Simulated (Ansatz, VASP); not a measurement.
# One calculation of Ni, two programs

Contents of INCAR:

```
SYSTEM = Ni
PREC = Accurate
ENCUT = 520
EDIFF = 1E-6
ISMEAR = -1
SIGMA = 0.05
LREAL = .False.
LASPH = .True.
NELM = 150
ALGO = Normal
ISIF = 2
LWAVE = .False.
LCHARG = .False.
ISPIN = 2
MAGMOM = 0.838 0.838
LORBIT = 11
LMAXMIX = 4
GGA = PS
NBANDS = 21
```

Contents of KPOINTS:

```
regular mesh
0
Gamma
  18 18 18
  0 0 0
```

The input POSCAR:

```
Ni
1.0
    0.0000000000      2.5035088444      2.5035088444
    2.5035088444      0.0000000000      2.5035088444
    2.5035088444      2.5035088444      0.0000000000
Ni
2
Direct
    0.1250000000      0.1250000000      0.1250000000
    0.8750000000      0.8750000000      0.8750000000
```

Input for Ansatz:

```yaml
crystal:
  lattice:
    - [0.0, 2.5035088444, 2.5035088444]
    - [2.5035088444, 0.0, 2.5035088444]
    - [2.5035088444, 2.5035088444, 0.0]
  atoms:
    - { symbol: Ni, position: [0.125, 0.125, 0.125], spin: 0.838 }
    - { symbol: Ni, position: [0.875, 0.875, 0.875], spin: 0.838 }
hamiltonian:
  xc: pbesol
  pseudopotentials:
    kind: paw
    azcp:
      Ni: "pseudopotentials/Ni.paw.azcp"
basis:
  ecutwfc: 420
  fft_grid_basis: typed
kpoints:
  mp_grid: { grid: [18, 18, 18], shift: [0, 0, 0] }
magnetization:
  spin_polarized: true
scf:
  occupations: { method: fermi_dirac, width: 0.05 }
```

This isn't the form of Ni at room conditions, which is fcc.

Alike in both runs: task single point; functional PBEsol; k mesh 18 × 18 × 18; occupations fermi-dirac, width 0.05 eV; collinear spin.

|  | VASP | Ansatz |
| --- | --- | --- |
| version | VASP 6.6.1 | Ansatz 0.2.0 |
| potentials or method | VASP PAW PBE potentials, release 64 (Ni) | plane waves (420 eV) with PAW, scalar-relativistic |
| plane-wave cutoff (eV) | 520 | 420 |
| valence electrons in the cell | 20 | 36 |

```tsv
	VASP	Ansatz	Ansatz less VASP
net moment per atom (μB)	0.78	0.80	+0.011
size of the moment on the site where the two differ most (μB)	0.79	0.83	+0.044
```

Site moments also hang on the region over which each program counts them. The two sets of potentials don't hold the same shells in valence. Ansatz warned: «pseudo_functional_mismatch».
